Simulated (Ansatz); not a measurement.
## CsBr: computed properties

Computed with DFT r2SCAN, scalar-relativistic, plane waves, PAW (Ansatz).

Settings: cutoff 500 eV, Γ-centred mesh 6×6×6 on the computed 2-atom cell, Gaussian smearing of 0.02 eV; no spin polarisation.

The structure is relaxed at this level of theory with its symmetry kept.

```
Cs Br
1.0
     4.32261    0.00000    0.00000
     0.00000    4.32261    0.00000
     0.00000    0.00000    4.32261
Cs Br
1 1
Direct
  0.00000 0.00000 0.00000
  0.50000 0.50000 0.50000
```

| Item | Value |
| --- | --- |
| Space group | Pm-3m (No. 221) |
| Volume per atom | 40.38 Å³ |
| Formation energy from the elements' standard states (Br, Hg as crystals; uncorrected) | -2.027 eV/atom |
| Generalised Kohn–Sham band gap | 5.19 eV, indirect from M to Γ |
| Löwdin character of the top 1 eV of the valence band | Br 4p 95 % |
| Electron masses at the edge by Cartesian direction of the standard setting (m_e; degenerate bands sorted by energy; no spin-orbit coupling) | x: 0.32; y: 0.32; z: 0.32 |
| Hole masses at the edge by Cartesian direction of the standard setting (m_e; degenerate bands sorted by energy; no spin-orbit coupling) | x: 0.57; y: 4.1; z: 4.1 |
| Bulk modulus | 15.4 GPa |
| Its pressure derivative | 5.2 |
| Bader charges (e) | Cs (1 in the cell) 0.84, Br (1 in the cell) -0.84 |

Spin-orbit coupling is left out, which matters for the bands of heavy elements.